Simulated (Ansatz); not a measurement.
# TiS2: a point defect seen from the nuclei (S vacancy)

How do the nuclei near a point defect see it? The defect is S vacancy in TiS2 (cell charge +2), first unrelaxed. The cell is a supercell built from a COD entry. Planned: a single point, then a relaxation.

Method: DFT, PBE, plane-wave PAW, default files, scalar-relativistic, in Ansatz 0.2.0.

1 further run of the same task is left out (it didn't finish).

## 1. The structure to begin with

The structure is trigonal, space group P3m1 (No. 156). The conventional cell has a = 10.236 Å, b = 10.236 Å, c = 11.390 Å, α = 90.00°, β = 90.00°, γ = 120.00°. Around Ti (site symmetry m) lie 5 S at 2.43 Å. Around Ti (site symmetry m) lie 6 S at 2.43 Å. Around S (site symmetry 3m) lie 3 Ti at 2.43 Å. S (site symmetry 1) has 3 Ti at 2.43 Å as nearest neighbours. Only part of the 19 independent sites is listed.

Coordinates:

```cif
data_structure
_symmetry_space_group_name_H-M 'P 1'
_symmetry_Int_Tables_number 1
_cell_length_a 10.2360
_cell_length_b 10.2360
_cell_length_c 11.3900
_cell_angle_alpha 90.000
_cell_angle_beta 90.000
_cell_angle_gamma 120.000
_cell_volume 1033.51
loop_
_atom_site_label
_atom_site_type_symbol
_atom_site_fract_x
_atom_site_fract_y
_atom_site_fract_z
_atom_site_occupancy
Ti1 Ti 0.00000 0.00000 0.00000 1
Ti2 Ti 0.00000 0.00000 0.50000 1
Ti3 Ti 0.00000 0.33333 0.00000 1
Ti4 Ti 0.00000 0.33333 0.50000 1
Ti5 Ti 0.00000 0.66667 0.00000 1
Ti6 Ti 0.00000 0.66667 0.50000 1
Ti7 Ti 0.33333 0.00000 0.00000 1
Ti8 Ti 0.33333 0.00000 0.50000 1
Ti9 Ti 0.33333 0.33333 0.00000 1
Ti10 Ti 0.33333 0.33333 0.50000 1
Ti11 Ti 0.33333 0.66667 0.00000 1
Ti12 Ti 0.33333 0.66667 0.50000 1
Ti13 Ti 0.66667 0.00000 0.00000 1
Ti14 Ti 0.66667 0.00000 0.50000 1
Ti15 Ti 0.66667 0.33333 0.00000 1
Ti16 Ti 0.66667 0.33333 0.50000 1
Ti17 Ti 0.66667 0.66667 0.00000 1
Ti18 Ti 0.66667 0.66667 0.50000 1
S1 S 0.11111 0.22222 0.62500 1
S2 S 0.11111 0.55556 0.12500 1
S3 S 0.11111 0.55556 0.62500 1
S4 S 0.11111 0.88889 0.12500 1
S5 S 0.11111 0.88889 0.62500 1
S6 S 0.44444 0.22222 0.12500 1
S7 S 0.44444 0.22222 0.62500 1
S8 S 0.44444 0.55556 0.12500 1
S9 S 0.44444 0.55556 0.62500 1
S10 S 0.44444 0.88889 0.12500 1
S11 S 0.44444 0.88889 0.62500 1
S12 S 0.77778 0.22222 0.12500 1
S13 S 0.77778 0.22222 0.62500 1
S14 S 0.77778 0.55556 0.12500 1
S15 S 0.77778 0.55556 0.62500 1
S16 S 0.77778 0.88889 0.12500 1
S17 S 0.77778 0.88889 0.62500 1
S18 S 0.22222 0.11111 0.37500 1
S19 S 0.22222 0.11111 0.87500 1
S20 S 0.22222 0.44444 0.37500 1
S21 S 0.22222 0.44444 0.87500 1
S22 S 0.22222 0.77778 0.37500 1
S23 S 0.22222 0.77778 0.87500 1
S24 S 0.55556 0.11111 0.37500 1
S25 S 0.55556 0.11111 0.87500 1
S26 S 0.55556 0.44444 0.37500 1
S27 S 0.55556 0.44444 0.87500 1
S28 S 0.55556 0.77778 0.37500 1
S29 S 0.55556 0.77778 0.87500 1
S30 S 0.88889 0.11111 0.37500 1
S31 S 0.88889 0.11111 0.87500 1
S32 S 0.88889 0.44444 0.37500 1
S33 S 0.88889 0.44444 0.87500 1
S34 S 0.88889 0.77778 0.37500 1
S35 S 0.88889 0.77778 0.87500 1
```

The vacant site is at (0.111, 0.222, 0.125) in fractional coordinates of the input's cell.

## 2. Single point at the given positions

The input, input.yaml:

```yaml
crystal:
  lattice:
    - [10.2360017178, 0.0, 0.0]
    - [-5.1180008589, 8.8646375208, 0.0]
    - [0.0, 0.0, 11.39]
  atoms:
    - { symbol: Ti, position: [0.0, 0.0, 0.0] }
    - { symbol: Ti, position: [0.0, 0.0, 0.5] }
    - { symbol: Ti, position: [0.0, 0.3333333333, 0.0] }
    - { symbol: Ti, position: [0.0, 0.3333333333, 0.5] }
    - { symbol: Ti, position: [0.0, 0.6666666667, 0.0] }
    - { symbol: Ti, position: [0.0, 0.6666666667, 0.5] }
    - { symbol: Ti, position: [0.3333333333, 0.0, 0.0] }
    - { symbol: Ti, position: [0.3333333333, 0.0, 0.5] }
    - { symbol: Ti, position: [0.3333333333, 0.3333333333, 0.0] }
    - { symbol: Ti, position: [0.3333333333, 0.3333333333, 0.5] }
    - { symbol: Ti, position: [0.3333333333, 0.6666666667, 0.0] }
    - { symbol: Ti, position: [0.3333333333, 0.6666666667, 0.5] }
    - { symbol: Ti, position: [0.6666666667, 0.0, 0.0] }
    - { symbol: Ti, position: [0.6666666667, 0.0, 0.5] }
    - { symbol: Ti, position: [0.6666666667, 0.3333333333, 0.0] }
    - { symbol: Ti, position: [0.6666666667, 0.3333333333, 0.5] }
    - { symbol: Ti, position: [0.6666666667, 0.6666666667, 0.0] }
    - { symbol: Ti, position: [0.6666666667, 0.6666666667, 0.5] }
    - { symbol: S, position: [0.1111111111, 0.2222222222, 0.625] }
    - { symbol: S, position: [0.1111111111, 0.5555555556, 0.125] }
    - { symbol: S, position: [0.1111111111, 0.5555555556, 0.625] }
    - { symbol: S, position: [0.1111111111, 0.8888888889, 0.125] }
    - { symbol: S, position: [0.1111111111, 0.8888888889, 0.625] }
    - { symbol: S, position: [0.4444444444, 0.2222222222, 0.125] }
    - { symbol: S, position: [0.4444444444, 0.2222222222, 0.625] }
    - { symbol: S, position: [0.4444444444, 0.5555555556, 0.125] }
    - { symbol: S, position: [0.4444444444, 0.5555555556, 0.625] }
    - { symbol: S, position: [0.4444444444, 0.8888888889, 0.125] }
    - { symbol: S, position: [0.4444444444, 0.8888888889, 0.625] }
    - { symbol: S, position: [0.7777777778, 0.2222222222, 0.125] }
    - { symbol: S, position: [0.7777777778, 0.2222222222, 0.625] }
    - { symbol: S, position: [0.7777777778, 0.5555555556, 0.125] }
    - { symbol: S, position: [0.7777777778, 0.5555555556, 0.625] }
    - { symbol: S, position: [0.7777777778, 0.8888888889, 0.125] }
    - { symbol: S, position: [0.7777777778, 0.8888888889, 0.625] }
    - { symbol: S, position: [0.2222222222, 0.1111111111, 0.375] }
    - { symbol: S, position: [0.2222222222, 0.1111111111, 0.875] }
    - { symbol: S, position: [0.2222222222, 0.4444444444, 0.375] }
    - { symbol: S, position: [0.2222222222, 0.4444444444, 0.875] }
    - { symbol: S, position: [0.2222222222, 0.7777777778, 0.375] }
    - { symbol: S, position: [0.2222222222, 0.7777777778, 0.875] }
    - { symbol: S, position: [0.5555555556, 0.1111111111, 0.375] }
    - { symbol: S, position: [0.5555555556, 0.1111111111, 0.875] }
    - { symbol: S, position: [0.5555555556, 0.4444444444, 0.375] }
    - { symbol: S, position: [0.5555555556, 0.4444444444, 0.875] }
    - { symbol: S, position: [0.5555555556, 0.7777777778, 0.375] }
    - { symbol: S, position: [0.5555555556, 0.7777777778, 0.875] }
    - { symbol: S, position: [0.8888888889, 0.1111111111, 0.375] }
    - { symbol: S, position: [0.8888888889, 0.1111111111, 0.875] }
    - { symbol: S, position: [0.8888888889, 0.4444444444, 0.375] }
    - { symbol: S, position: [0.8888888889, 0.4444444444, 0.875] }
    - { symbol: S, position: [0.8888888889, 0.7777777778, 0.375] }
    - { symbol: S, position: [0.8888888889, 0.7777777778, 0.875] }
total_charge: 2
kpoints:
  mp_grid: { grid: [2, 2, 2] }
scf:
  occupations: { method: fermi_dirac, width: 0.01 }
hamiltonian:
  xc: pbe
  pseudopotentials: { kind: paw }
output:
  forces: true
  stress: true
  populations: true
  efg:
    quadrupole_moments_barn: { Ti: 0.247, S: -0.0694 }
    contact_densities: true
  write_density: true
  write_potential: true
  elf: true
  volumetric_format: npy
```

Command:

```sh
$ ansatz run input.yaml --threads 4 --pin off --max-ram 8192MiB --backend cpu --events-out ev --progress --plain --runs-dir out
```

The program printed:

```text
Warning: RAYON_NUM_THREADS=4 ignored (pool sized by the plan → 4); use --threads N
Engine: ansatz 0.2.0, aarch64-unknown-linux-gnu
Pseudopotentials: kind: paw
Pseudopotential: Ti, paw, valence charge 12, recommended cutoff 420 eV (normal), Ti.paw.azcp
Pseudopotential: S, paw, valence charge 6, recommended cutoff 420 eV (normal), S.paw.azcp
Functional definition: PBE
  parameter kappa = 0.804
  parameter beta = 0.06672455060314922
  exchange = pbe_x(kappa = kappa, mu = beta*pi^2/3)
  correlation = pbe_c(beta = beta)
Crystal: 53 atoms, lattice volume = 1033.511 Å³
Basis set: ecut = 420 eV, 20187 PW (Γ), exchange–correlation on 144×144×160 points (8 copies of the dense FFT grid, shifted against one another)
Bands: 265, of which v1, the nominal top of the filled ones, is band 212 counted from 1 (211 counted from 0)
Symmetry: 6 space group operations
Space group: P3m1 (ITA 156), of the structure as read, at distance tolerance 1.0e-4 Å
k-points: 4 of 8
Non-local potential: Ti, projectors of the file, l = 0: 3, l = 1: 2, l = 2: 3, l = 3: 1
Non-local potential: S, projectors of the file, l = 0: 2, l = 1: 2, l = 2: 2
PAW form: soft (Blöchl's): semilocal exchange-correlation on the pseudo side does not see the compensation charge
PAW one-centre angular grid: Ti, 590 points (default); XC on 64 Gauss nodes
PAW one-centre angular grid: S, 110 points (default); XC on 64 Gauss nodes
Initial density: superposition of atomic densities (neutral atoms scaled as one to the charged cell's electrons: chi_scale 0, normalization atom), corrected by the library's trained network
Initial wavefunctions: pseudopotential atomic-orbital guess
Functional: x = pbe(κ = 0.804, μ = 0.2195149727645171), c = pbe(β = 0.06672455060314922)
SCF iter   1: F=—  HF=-76649.233016 eV  |F-HF|=—  |Δ(HF+E_count)|=         —  Δρ=1.96e-2  dr2=8.02e0  ethr=1.77e-3  ⟨swp⟩=6.0  Hψ=4076  notcnv=0  defer=1
preconditioner: auto → LDOS  [insulator: Δε(μ)=0.111 eV  Ē_g=6.192 eV  σ=0.010 eV  W_gap=0.60  n_scr=224 (ndim 8)  ℏωp=19.3 eV  f_vac=0.018  D(μ)=18.36/eV (n_scr^D=84)  ε∞_Penn≈10.7  β→1.0]
SCF iter   2: F=—  HF=-76650.974543 eV  |F-HF|=—  |Δ(HF+E_count)|=    1.74e0  Δρ=3.00e-2  dr2=1.99e1  ethr=1.77e-3  ⟨swp⟩=3.0  Hψ=1910  notcnv=0  defer=161  recentre
preconditioner: auto → Resta (q_TF=auto, 2.352 Å⁻¹)  ε∞=9.1  [insulator: Δε(μ)=0.370 eV  Ē_g=6.802 eV  σ=0.010 eV  W_gap=1.00  n_scr=224 (ndim 8)  ℏωp=19.3 eV  f_vac=0.018  D(μ)=0.00/eV (n_scr^D=0)  ε∞_Penn≈9.1  β→0.5]
[... 11 lines left out ...]
SCF iter  14: F=—  HF=-76648.277205 eV  |F-HF|=—  |Δ(HF+E_count)|=   7.35e-7  Δρ=5.36e-6  dr2=7.88e-7  ethr=4.63e-10  ⟨swp⟩=2.2  Hψ=1329  notcnv=0  defer=155
SCF iter  15: F=—  HF=-76648.277205 eV  |F-HF|=—  |Δ(HF+E_count)|=   3.00e-7  Δρ=4.94e-6  dr2=7.70e-7  ethr=1.86e-10  ⟨swp⟩=2.2  Hψ=1329  notcnv=0  defer=155
SCF iter  16: F=-76648.277205 eV  HF=-76648.277205 eV  |F-HF|=1.11e-8  |Δ(HF+E_count)|=   5.30e-8  Δρ=1.42e-6  dr2=3.75e-8  ethr=2.36e-11  ⟨swp⟩=12.2  Hψ=7674  notcnv=0
SCF 1 converged in 16 iterations: F = -76648.277205 eV  dr2 = 3.75e-8
SCF converged after 16 iterations
Free energy (F): -76648.277205 eV
Harris-Foulkes:  -76648.277205 eV  (|F-HF|=1.11e-8)
Internal energy: -76648.272550 eV  (E = F + TS)
E sigma→0 (E₀):  -76648.274878 eV
Entropy (-TS):   -0.004655 eV (-0.088 meV/atom)
Fermi energy:    7.606445 eV
--- Per-component energies (eV) ---
[... 15 lines left out ...]
--- Forces (eV/Å), atoms counted from 1 ---
  atom   1  Ti    -0.00000000    -1.90061617    -0.87114221
  atom   2  Ti    -0.00000000    -0.02605644    -0.01948530
  atom   3  Ti    -1.64598189     0.95030809    -0.87114221
  atom   4  Ti    -0.02256554     0.01302822    -0.01948530
  atom   5  Ti     0.11575835     0.06683311     0.23891174
  atom   6  Ti     0.00429207     0.00247803    -0.02847675
[... 47 lines left out ...]
  max |Σ_I F_I| component: 1.05e-4 eV/Å
--- Stress (GPa, compression-positive) ---
        0.251930       0.000000       0.000000
        0.000000       0.251930      -0.000000
        0.000000      -0.000000       0.871902
[... 56 lines left out ...]
  atom  28  S  V_zz =    -0.904161   η = 0.0000   by run symmetry: allowed   C_q = +1.5173 MHz
            electrostatic potential = -1633.698613 V   contact ρ = 19769.976812 e/Å³
  atom  29  S  V_zz =    -1.635565   η = 0.0000   by run symmetry: allowed   C_q = +2.7446 MHz
            electrostatic potential = -1633.586300 V   contact ρ = 19770.259661 e/Å³
  atom  30  S  V_zz =    -0.875342   η = 0.7620   by run symmetry: allowed   C_q = +1.4689 MHz
            electrostatic potential = -1633.539805 V   contact ρ = 19769.928699 e/Å³
  atom  31  S  V_zz =    -1.544482   η = 0.0192   by run symmetry: allowed   C_q = +2.5918 MHz
            electrostatic potential = -1633.577835 V   contact ρ = 19770.180766 e/Å³
  atom  32  S  V_zz =    -0.684565   η = 0.0000   by run symmetry: allowed   C_q = +1.1488 MHz
            electrostatic potential = -1633.671638 V   contact ρ = 19770.040723 e/Å³
  atom  33  S  V_zz =    -1.363900   η = 0.0000   by run symmetry: allowed   C_q = +2.2887 MHz
            electrostatic potential = -1633.572169 V   contact ρ = 19770.108631 e/Å³
  atom  34  S  V_zz =    -0.875342   η = 0.7620   by run symmetry: allowed   C_q = +1.4689 MHz
            electrostatic potential = -1633.539805 V   contact ρ = 19769.928699 e/Å³
  atom  35  S  V_zz =    -1.544482   η = 0.0192   by run symmetry: allowed   C_q = +2.5918 MHz
            electrostatic potential = -1633.577835 V   contact ρ = 19770.180766 e/Å³
  atom  36  S  V_zz =    -1.985927   η = 0.0482   by run symmetry: allowed   C_q = +3.3326 MHz
            electrostatic potential = -1633.606179 V   contact ρ = 19769.998203 e/Å³
  atom  37  S  V_zz =    +3.691833   η = 0.1784   by run symmetry: allowed   C_q = -6.1952 MHz
            electrostatic potential = -1633.413521 V   contact ρ = 19770.479889 e/Å³
  atom  38  S  V_zz =    -1.985927   η = 0.0482   by run symmetry: allowed   C_q = +3.3326 MHz
            electrostatic potential = -1633.606179 V   contact ρ = 19769.998203 e/Å³
  atom  39  S  V_zz =    +3.691833   η = 0.1784   by run symmetry: allowed   C_q = -6.1952 MHz
            electrostatic potential = -1633.413521 V   contact ρ = 19770.479889 e/Å³
  atom  40  S  V_zz =    -1.575093   η = 0.0721   by run symmetry: allowed   C_q = +2.6431 MHz
            electrostatic potential = -1633.581388 V   contact ρ = 19770.219291 e/Å³
  atom  41  S  V_zz =    -0.635013   η = 0.4034   by run symmetry: allowed   C_q = +1.0656 MHz
            electrostatic potential = -1633.673538 V   contact ρ = 19770.004946 e/Å³
  atom  42  S  V_zz =    -1.575093   η = 0.0721   by run symmetry: allowed   C_q = +2.6431 MHz
            electrostatic potential = -1633.581388 V   contact ρ = 19770.219291 e/Å³
  atom  43  S  V_zz =    -0.635013   η = 0.4034   by run symmetry: allowed   C_q = +1.0656 MHz
            electrostatic potential = -1633.673538 V   contact ρ = 19770.004946 e/Å³
  atom  44  S  V_zz =    -1.530805   η = 0.0060   by run symmetry: allowed   C_q = +2.5688 MHz
            electrostatic potential = -1633.579637 V   contact ρ = 19770.246348 e/Å³
  atom  45  S  V_zz =    +3.530053   η = 0.2946   by run symmetry: allowed   C_q = -5.9237 MHz
            electrostatic potential = -1633.339492 V   contact ρ = 19770.630873 e/Å³
  atom  46  S  V_zz =    -1.575093   η = 0.0721   by run symmetry: allowed   C_q = +2.6431 MHz
            electrostatic potential = -1633.581388 V   contact ρ = 19770.219291 e/Å³
  atom  47  S  V_zz =    -0.635013   η = 0.4034   by run symmetry: allowed   C_q = +1.0656 MHz
            electrostatic potential = -1633.673538 V   contact ρ = 19770.004946 e/Å³
  atom  48  S  V_zz =    -1.985927   η = 0.0482   by run symmetry: allowed   C_q = +3.3326 MHz
            electrostatic potential = -1633.606179 V   contact ρ = 19769.998203 e/Å³
  atom  49  S  V_zz =    +3.691833   η = 0.1784   by run symmetry: allowed   C_q = -6.1952 MHz
            electrostatic potential = -1633.413521 V   contact ρ = 19770.479889 e/Å³
  atom  50  S  V_zz =    -1.530805   η = 0.0060   by run symmetry: allowed   C_q = +2.5688 MHz
            electrostatic potential = -1633.579637 V   contact ρ = 19770.246348 e/Å³
  atom  51  S  V_zz =    +3.530053   η = 0.2946   by run symmetry: allowed   C_q = -5.9237 MHz
            electrostatic potential = -1633.339492 V   contact ρ = 19770.630873 e/Å³
  atom  52  S  V_zz =    -1.530805   η = 0.0060   by run symmetry: allowed   C_q = +2.5688 MHz
            electrostatic potential = -1633.579637 V   contact ρ = 19770.246348 e/Å³
  atom  53  S  V_zz =    +3.530053   η = 0.2946   by run symmetry: allowed   C_q = -5.9237 MHz
            electrostatic potential = -1633.339492 V   contact ρ = 19770.630873 e/Å³
--- Band table (eV) ---
[... 4 lines left out ...]
--- Löwdin populations: 53 sites ---
  site symbol       q [e]
[... 53 lines left out ...]
  spilling = 0.006352 (of n_electrons = 424.000000)
```

Run time: 50 s. Hardware: 4 threads of Arm Neoverse V1, shared host; peak memory 5 GiB.

At the end: no gap over 0.1 eV on the mesh, largest force 2.091 eV/Å, pressure 0.5 GPa.

Site by site (atoms counted from 1): 11 of 19, those nearest the defect, the farthest of each element and the two largest gradients.

```
site              atoms  distance from the defect (Å)  V_zz (10²¹ V/m²)     η     C_Q (MHz)
 Ti1            1, 3, 9                          2.43              7.74  0.21   46.2 (⁴⁹Ti)
 S20  20, 22, 24, 26, …                          3.41             -0.88  0.76    1.47 (³³S)
 S36         36, 38, 48                          3.46             -1.99  0.05    3.33 (³³S)
 S37         37, 39, 49                          3.46              3.69  0.18   -6.20 (³³S)
 Ti7          7, 11, 13                          4.19             -2.07  0.03  -12.4 (⁴⁹Ti)
 Ti2           2, 4, 10                          4.70             -1.91  0.02  -11.4 (⁴⁹Ti)
 S44         44, 50, 52                          4.86             -1.53  0.01    2.57 (³³S)
 S45         45, 51, 53                          4.86              3.53  0.29   -5.92 (³³S)
 Ti5          5, 15, 17                          5.40             -1.87  0.13  -11.2 (⁴⁹Ti)
 Ti6          6, 16, 18                          6.74             -1.94  0.02  -11.6 (⁴⁹Ti)
 S33                 33                          8.21             -1.36  0.00    2.29 (³³S)
```

Conventions: |V_zz| ≥ |V_yy| ≥ |V_xx|, η = (V_xx − V_yy)/V_zz, C_Q = eQV_zz/h. Q values from Pyykkö, Mol. Phys. 116, 1328 (2018).

Direction of the V_zz axis (Cartesian unit vector):

```
site  atom      x      y      z
 Ti1     1   0.00   0.75   0.66
 Ti2     2   0.00   0.02   1.00
 Ti5     5  -0.15  -0.09   0.98
 Ti6     6   0.00   0.00   1.00
 Ti7     7   0.03  -0.02   1.00
 Ti8     8   0.00   0.00   1.00
 S19    19   0.00   0.00   1.00
 S20    20   0.66   0.57  -0.49
 S21    21   0.01  -0.01   1.00
 S28    28   0.00   0.00   1.00
```

Density in a lattice plane of the grid's cell (edges 10.24 and 10.24 Å, at 0.000 of the third edge), which holds Ti.

Ten even steps from '0' (0.09 e/Å³) to '9' (10.12 e/Å³):
```
510000154100001541000015
000000000000000000000000
000000000000000000000000
000000000000000000000000
010000000100000001000000
761000027610000276100002
940000179400001794000017
200000132000001320000013
000000000000000000000000
000000000000000000000000
000000000000000000000000
231000002310000023100000
971000049710000497100004
720000167200001672000016
000000010000000100000001
000000000000000000000000
000000000000000000000000
000000000000000000000000
551000014510000145100001
960000069600000696000006
```
Columns run along the first of these edges and rows up along the second, over one cell in 24 and 20 even steps from the bottom left corner. Atoms in the plane (fractional): Ti at (0.00, 0.00), Ti at (0.00, 0.33), Ti at (0.00, 0.67), Ti at (0.33, 0.00), Ti at (0.33, 0.33), Ti at (0.33, 0.67), Ti at (0.67, 0.00), Ti at (0.67, 0.33), Ti at (0.67, 0.67).

ELF in the same plane.

Ten even steps from '0' (0.00) to '9' (0.62):
```
951441799514417995144179
125641231256412312574123
346533223455332234653222
211246642112466421123564
474146414741464147414641
577143186771431858713318
192231671922316719223167
823541698225416982254169
136641111366411113664111
344434443444344434443444
111147731111466311114663
896168328961452289614532
166274291761322917613229
592451875813417768133177
513531574146414741464147
455553212466321124664212
622488643222356432223578
243267621321475213214773
997144159971441599714425
084131480841314808413148
```
Columns run along the first of these edges and rows up along the second, over one cell in 24 and 20 even steps from the bottom left corner. Atoms in the plane (fractional): Ti at (0.00, 0.00), Ti at (0.00, 0.33), Ti at (0.00, 0.67), Ti at (0.33, 0.00), Ti at (0.33, 0.33), Ti at (0.33, 0.67), Ti at (0.67, 0.00), Ti at (0.67, 0.33), Ti at (0.67, 0.67).

Both are smooth fields of the valence electrons: close to the nuclei they are not physical.

The highest ELF values outside the cores: 0.93 beside S, off the lines to its neighbours, 0.9 Å from S; 0.88 on the S–Ti line, 0.9 Å from S.

(Part 1 of 2 ends here.)
